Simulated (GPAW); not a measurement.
A run of GPAW 26.7.0:

run.py

```python
import numpy as np
from ase.spacegroup import crystal
from ase.units import Bohr, Ha
from gpaw import GPAW, PW
from gpaw.hybrids.energy import non_self_consistent_energy
from gpaw.xc.fxc import FXCCorrelation

# In 4a
# P 4b
atoms = crystal(['In', 'P'],
                basis=[[0.0, 0.0, 0.0],
                       [0.5, 0.0, 0.0]],
                spacegroup=225, setting=1,  # Fm-3m
                cellpar=[5.537668, 5.537668, 5.537668, 90.0, 90.0, 90.0],
                primitive_cell=True)

for x in [1.0]:
    ecuts = np.array([96.0, 120.0, 150])
    a = atoms.copy()
    a.set_cell(atoms.cell * x**(1 / 3), scale_atoms=True)
    calc = GPAW(mode=PW(500),
                xc='RPBE',
                kpts={'size': (3, 3, 3), 'gamma': True},
                occupations={'name': 'fermi-dirac', 'width': 0.05},
                nbands=18,
                convergence={'density': 1e-06},
                maxiter=150,
                txt=f'gs-{x:.2f}.txt')
    a.calc = calc
    dft = a.get_potential_energy(force_consistent=True)
    calc.write(f'gs-{x:.2f}.gpw')
    exx = non_self_consistent_energy(calc, 'EXX').sum()
    calc.diagonalize_full_hamiltonian(nbands=int(a.get_volume() / Bohr**3 * (ecuts[-1] / Ha)**1.5 * 2**0.5 / 3 / np.pi**2 * 1.15) + 30)
    calc.write(f'full-{x:.2f}.gpw', mode='all')
    ec = FXCCorrelation(f'full-{x:.2f}.gpw', xc='rALDA', tag=f'{x:.2f}', nlambda=8, avg_scheme='wavevector',
                        ecut=ecuts, nfrequencies=16, skip_gamma=True, frequency_scale=2.5, txt=f'rpa-{x:.2f}.txt').calculate()
    slope, ec_inf = np.polyfit(ecuts**-1.5, ec, 1)
    print(f'V = {a.get_volume():.4f} A^3: DFT {dft:.5f}, EXX {exx:.5f}, correlation', *ec.round(5), f'extrapolated {ec_inf:.5f}, total {exx + ec_inf:.5f} eV', flush=True)
```

Potentials or basis: the program's PAW data sets (release 1.2.1) made for this functional, pw.

Launch:

```sh
$ OMP_NUM_THREADS=1 python run.py
```

Hardware: 1 thread of Arm Neoverse V2, on a shared host.

Q: How long does it take, and how much memory?

A: Wall time 3 min on 1 thread of Arm Neoverse V2, on a shared host, peak memory 0.81 GiB. Counts: scf iterations 10.
